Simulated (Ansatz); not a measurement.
## Vibrations of Be₂C (Fm-3m) by finite displacements

```xyz
3
Lattice="0.0000 2.1342 2.1342 2.1342 0.0000 2.1342 2.1342 2.1342 0.0000" Properties=species:S:1:pos:R:3 pbc="T T T"
Be    1.0671    1.0671    1.0671
Be    3.2012    3.2012    3.2012
C     0.0000    0.0000    0.0000
```

Conventional cell: a = 4.268 Å, b = 4.268 Å, c = 4.268 Å, α = 90.00°, β = 90.00°, γ = 90.00°. Around Be (atom 1) lie 4 C at 1.85 Å. C (atom 3) has 8 Be at 1.85 Å as nearest neighbours.

Level of theory, where no other is named: LDA, all-electron LAPW in Ansatz 0.2.0, scalar-relativistic. k mesh 8×8×8, fixed occupations, basis error target 0.5 meV/atom. The cell was relaxed by PAW under this functional, which moved its volume by -4 % from the database entry's.

Atoms are displaced by 0.01 Å in the smallest supercells that hold the wave vectors of a 2×2×2 mesh. Negative values stand for unstable modes. The zone centre has no LO-TO term.

What are the phonon energies at the solved wave vectors, in cm⁻¹?

```tsv
q	point	modes (cm⁻¹)
0.000 0.000 0.000	Gamma	674.2 (×3), 722.4 (×3)
0.500 0.000 0.000	L	431.5 (×2), 627.5 (×2), 652.7, 701.3 (×2), 816.8, 821.1
0.500 0.500 0.000	X	427.4 (×2), 446.8, 626.8 (×2), 756.6 (×2), 802.4, 977.1
```

Is the structure dynamically stable at these wave vectors?

Yes, no mode is unstable there; wave vectors off this mesh aren't tested.

How do the optical zone-centre modes decompose, and which are active?

Point group m-3m: Γ_opt = T1u + T2g.

```tsv
label	cm⁻¹	activity	mostly
T1u	674.2	IR	C (60 %)
T2g	722.4	Raman	Be (100 %)
```

How well do frozen-core PAW files reproduce these all-electron values?

With a cutoff of 420 eV and displacements of 0.0025 Å, the r.m.s. difference over the modes is 0.4 cm⁻¹; the largest difference is 978.0 (PAW) against 977.1 cm⁻¹ (LAPW).

The cell is scaled evenly to 18.857 and 20.024 Å³ (from 19.440), with free atoms relaxed and the shape held. What are the mode Grüneisen parameters γ = −d ln ω/d ln V?

For the highest mode, 1001.4 cm⁻¹ in the small cell and 954.1 in the large one give γ ≈ 0.81. From the change of the dynamical matrix on each mode:

| point | cm⁻¹ | γ |
| --- | --- | --- |
| Gamma | 674.2 | 1.76 |
| Gamma | 722.4 | 1.19 |
| L | 431.5 | 0.57 |
| L | 627.5 | 1.27 |
| L | 652.7 | 1.53 |
| L | 701.3 | 1.79 |
| L | 816.8 | 0.84 |
| L | 821.1 | 0.91 |
| X | 427.4 | 1.77 |
| X | 446.8 | 1.64 |
| X | 626.8 | 0.78 |
| X | 756.6 | 1.61 |
| X | 802.4 | 1.08 |
| X | 977.1 | 0.81 |

Weighted by the modes' heat capacities at 300 K, the mean on this mesh is 1.26; it moves with the q mesh, and a coarse one overweights the zone boundary.

Linear response on PAW files adds the field. What are the dielectric tensor, the Born charges and the LO shift?

ε∞ = (6.84, 6.84, 6.84) along x, y, z with local fields. Born charges (xx, yy, zz): Be1 (1.52, 1.52, 1.52); Be2 (1.52, 1.52, 1.52); C3 (-3.04, -3.04, -3.04). For q along x the macroscopic field gives longitudinal modes at 963.5 (from 673.6) cm⁻¹. Without the field the optical modes lie at 673.6 (T1u), 722.1 (T2g) cm⁻¹. With the ions free to follow the field, the program's ε₀ is (14.00, 14.00, 14.00).

Limits of these numbers: the frozen-core PAW files of the compared runs were fitted under PBE, their cores solved anew for this functional; field response not resolved by the mesh; semilocal gaps are low, and ε∞ tends to come out large.
